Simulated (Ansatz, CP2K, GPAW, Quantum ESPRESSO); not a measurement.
**Fitting the LDA energy curve of CoSi2**

The structure is cubic, space group Fm-3m (No. 225). The conventional cell has a = 5.356 Å, b = 5.356 Å, c = 5.356 Å, α = 90.00°, β = 90.00°, γ = 90.00°. Co (site symmetry m-3m) has 8 Si at 2.32 Å as nearest neighbours. Around Si (site symmetry -43m) lie 4 Co at 2.32 Å.

The cell was scaled at fixed shape and fractions and run with CP2K, GTH_POTENTIALS Co GTH-PADE-q17, Si GTH-PADE-q4; TZVP-MOLOPT-PBE-GTH basis; LDA, k mesh 9 × 9 × 9 on the cell of 3 atoms, fermi-dirac occupations of 0.05 eV, collinear spin, ferromagnetic start, no spin-orbit coupling. Energies are those that the program minimises, any entropy of the smearing included. For a metal such a mesh isn't converged to the digits shown. The magnetic state is the one that the start led to, which needn't be the lowest.

```tsv
V (Å³/atom)	energy over the lowest row (meV/atom)
12.0356	0.00
12.2917	?
12.5478	7.41
12.8038	20.15
13.0599	38.03
13.3160	60.48
13.5721	86.93
```

Problem. Fit the third-order Birch-Murnaghan form, give V0, B0 and B′, and predict the energy left open.

Solution. With y = (V0/V)^(2/3), E = E0 + (9 V0 B0/16) [(y - 1)³ B′ + (y - 1)² (6 - 4y)]. Least squares through the rows shown give V0 = 12.1462 Å³/atom, E0 = -0.66 meV, B0 = 207.1 GPa (1 eV/Å³ = 160.218 GPa) and B′ = 4.71, with a largest miss of 0.01 meV. At V = 12.2917 the form with these constants gives 0.44 meV; the run gave 0.46 meV an atom. Other set-ups at this level, from all their volumes (Å³/atom, GPa): GPAW, the program's PAW data sets (release 1.2.1) made for this functional: V0 12.319, B0 203.8; Ansatz, all-electron LAPW, scalar-relativistic: V0 12.227, B0 203.3; Quantum ESPRESSO, GBRV 1.5 LDA: V0 12.230, B0 203.4.
